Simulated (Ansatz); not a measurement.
Stackings of close-packed layers of SrO (capitals for Sr, lower case for the other element), each relaxed to a stress under 0.05 GPa; energies count from the stacking AcBaCb (Fm-3m).

Method: DFT r2SCAN, scalar-relativistic, plane waves, PAW (Ansatz).

Cutoff 500 eV, Gaussian smearing of 0.02 eV, energies at zero smearing, symmetry of each start kept, no spin polarisation.

**Question.** Order these by excess energy, lowest first.
A. AcBc
B. AcBaCaBaCbAbCb
C. AcBcAbCaBaCb
D. AcBcAbCb
E. AbAc

**Answer.** C (32.9 meV/atom), D (48.0 meV/atom), B (55.0 meV/atom), A (90.7 meV/atom), E (150.7 meV/atom).

```json
{"start": "AbAc", "atoms": "4", "k mesh": "6×6×6", "excess energy (meV/atom)": "150.7", "spacing of like layers (Å)": "3.128", "a (Å)": "3.563", "gap on the mesh (eV)": "3.98"}
{"start": "AcBc", "atoms": "4", "k mesh": "6×6×6", "excess energy (meV/atom)": "90.7", "spacing of like layers (Å)": "3.104", "a (Å)": "3.547", "gap on the mesh (eV)": "3.54"}
{"start": "AcBcAbCb", "atoms": "8", "k mesh": "6×6×3", "excess energy (meV/atom)": "48.0", "spacing of like layers (Å)": "3.048", "a (Å)": "3.596", "gap on the mesh (eV)": "3.67"}
{"start": "AcBcAbCaBaCb", "atoms": "12", "k mesh": "6×6×2", "excess energy (meV/atom)": "32.9", "spacing of like layers (Å)": "3.027", "a (Å)": "3.613", "gap on the mesh (eV)": "3.71"}
{"start": "AcBaCaBaCbAbCb", "atoms": "14", "k mesh": "6×6×2", "excess energy (meV/atom)": "55.0", "spacing of like layers (Å)": "3.058", "a (Å)": "3.588", "gap on the mesh (eV)": "3.63"}
```

The rule behind the order, tried on AcBaCaBaCbAbCb: A straight line of excess energy against the share of capital letters between two alike capitals (those atoms sit in trigonal prisms, the others in octahedra) through the other rows but AbAc gives 53.7 meV/atom at 57 %.

An odd mesh misses points on the zone edge, so a gap read on it can be too wide.

Cost: 5 runs of about 4.4 core-minutes in all, on Intel Xeon 6975P-C (Granite Rapids) (shared hosts).